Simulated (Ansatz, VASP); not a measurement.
## Si: VASP beside Ansatz

```
Si
1.0
     0.00000    2.72212    2.69898
     2.72212    0.00000    2.69898
     2.72212    2.72212    0.00000
Si
2
Direct
  0.00000 0.00000 0.00000
  0.25000 0.25000 0.25000
```

Change from the starting cell: uniaxial_z strain -0.9%.

Alike in both runs: task single point; functional r2SCAN; k mesh 8 × 8 × 8; no spin polarisation.

|  | VASP | Ansatz |
| --- | --- | --- |
| version | VASP 6.6.1 | Ansatz 0.2.0 |
| potentials or method | VASP PAW PBE potentials, release 64 (Si) | plane waves, PAW |
| plane-wave cutoff (eV) | 520 | 500 |
| occupations | gaussian, width 0.01 eV | fixed |
| valence electrons in the cell | 8 | 8 |

Ansatz gave:

| Quantity | Value |
| --- | --- |
| gap on the k mesh at the Fermi level (eV) | 0.70 |
| pressure (GPa) | 0.8 |
| largest component of the traceless stress (GPa) | 0.60 |

Task: Which values does VASP return?

Result: gap on the k mesh at the Fermi level (eV): 0.72; pressure (GPa): 0.6; largest component of the traceless stress (GPa): 0.60.

Caveats: the PAW data sets were made with another functional, which shifts forces and pressure a little (VASP). A k mesh can miss the band edges.
